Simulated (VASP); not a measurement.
PbSe, 2 atoms in the cell. The structure is cubic, space group Fm-3m (No. 225). Conventional cell: a = 6.120 Å, b = 6.120 Å, c = 6.120 Å, α = 90.00°, β = 90.00°, γ = 90.00°. Around Pb (site symmetry m-3m) lie 6 Se at 3.06 Å. Se (site symmetry m-3m) is surrounded by 6 Pb at 3.06 Å. The cell was built by a generator and needn't be a form met in nature.

| Property | Result |
| --- | --- |
| Program | VASP 6.6.1 |
| Task | relaxation of cell and atoms |
| Functional | r2SCAN |
| Dispersion | rVV10 |
| Potentials or basis | VASP PAW PBE potentials, release 64 (Pb_d, Se) |
| Cutoff | 600 eV |
| k mesh | 10 × 10 × 10 |
| Occupations | gaussian, width 0.02 eV |
| Spin | no spin polarisation |
| Further INCAR settings | ALGO = Normal; EDIFF = 1e-06; IBRION = 2; EDIFFG = -0.005; NSW = 60; ISIF = 3 |

Potentials or basis: VASP PAW PBE potentials, release 64 (Pb_d, Se).

Launch:

```console
$ cat potpaw_PBE.64/Pb_d/POTCAR potpaw_PBE.64/Se/POTCAR > POTCAR
$ mpirun -np 4 vasp_std > vasp.out
```

Hardware: 4 MPI ranks on AMD EPYC 7R13 Processor (Zen 3) (shared host).

Question: How long does it take, and how much memory?

Answer: Run time: 5 min on 4 MPI ranks on AMD EPYC 7R13 Processor (Zen 3), on a shared host, peak memory 0.39 GiB a rank. Counts: scf iterations 38, k points 47, ion steps 3.
